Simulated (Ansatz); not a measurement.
# P: the cost of one run

Program: Ansatz 0.2.0. Level of theory: DFT PBEsol, scalar-relativistic, plane waves, PAW. These are calculated values, not measurements.

2 further runs of the same task are left out: 2 set aside as unsound or not needed.

### Step 1. The starting structure

The structure is orthorhombic, space group Pmna (No. 53). The conventional cell has a = 3.284 Å, b = 34.875 Å, c = 4.437 Å, α = 90.00°, β = 90.00°, γ = 90.00°. P (site symmetry m) has 3 P at 2.21 to 2.24 Å in its first shell of neighbours.

Coordinates:

```cif
data_structure
_symmetry_space_group_name_H-M 'P 1'
_symmetry_Int_Tables_number 1
_cell_length_a 3.2844
_cell_length_b 4.4369
_cell_length_c 69.7495
_cell_angle_alpha 90.000
_cell_angle_beta 90.000
_cell_angle_gamma 90.000
_cell_volume 1016.42
loop_
_atom_site_label
_atom_site_type_symbol
_atom_site_fract_x
_atom_site_fract_y
_atom_site_fract_z
_atom_site_occupancy
P1 P 0.00000 0.41738 0.01516 1
P2 P 0.00000 0.41738 0.51516 1
P3 P 0.00000 0.58262 0.48484 1
P4 P 0.00000 0.58262 0.98484 1
P5 P 0.50000 0.91738 0.48484 1
P6 P 0.50000 0.91738 0.98484 1
P7 P 0.50000 0.08262 0.01516 1
P8 P 0.50000 0.08262 0.51516 1
```

It goes back to an entry of the Materials Project, which need not be the stable form.

It is built from the cell relaxed beforehand with the same method (127.05 Å³/atom).

### Step 2. The reference cell

The cell is repeated 2 times, 8 atoms in all. The reference gives a free energy of -5919.8522 eV, pressure 0.00 GPa, largest force 0.004 eV/Å and gap on the mesh 0.70 eV. It was computed beforehand with the settings of the runs below.

### Step 3. Zone-centre phonons by finite displacements

File input.yaml:

```yaml
crystal:
  lattice:
    - [-3.2843671184, 0.0, 0.0]
    - [0.0, 0.0, -4.4369101121]
    - [0.0, -69.7494955648, 0.0]
  atoms:
    - { symbol: P, position: [1.0, 0.4173798681, 0.0151561878] }
    - { symbol: P, position: [1.0, 0.4173798681, 0.5151561878] }
    - { symbol: P, position: [0.0, 0.5826201319, 0.4848438122] }
    - { symbol: P, position: [0.0, 0.5826201319, 0.9848438122] }
    - { symbol: P, position: [0.5, 0.9173798681, 0.4848438122] }
    - { symbol: P, position: [0.5, 0.9173798681, 0.9848438122] }
    - { symbol: P, position: [0.5, 0.0826201319, 0.0151561878] }
    - { symbol: P, position: [0.5, 0.0826201319, 0.5151561878] }
basis:
  ecutwfc: 420
kpoints:
  mp_grid: { grid: [8, 6, 1] }
hamiltonian:
  xc: pbesol
scf:
  occupations: { method: gaussian, width: 0.05 }
output:
  eigenvalues: true
phonons:
  method: fd
  supercell: [1, 1, 1]
  amplitude: 0.02
  eigenvectors: true
  dielectric: false
```

Run with:

```console
> ansatz run input.yaml --threads 2 --pin off --max-ram 5120MiB --backend cpu --events-out ev --progress --plain --runs-dir out
```

What time and memory should one allow on 2 threads of Intel Xeon 6975P-C (Granite Rapids), shared host?

About 55 s, with a peak of 1.4 GiB.
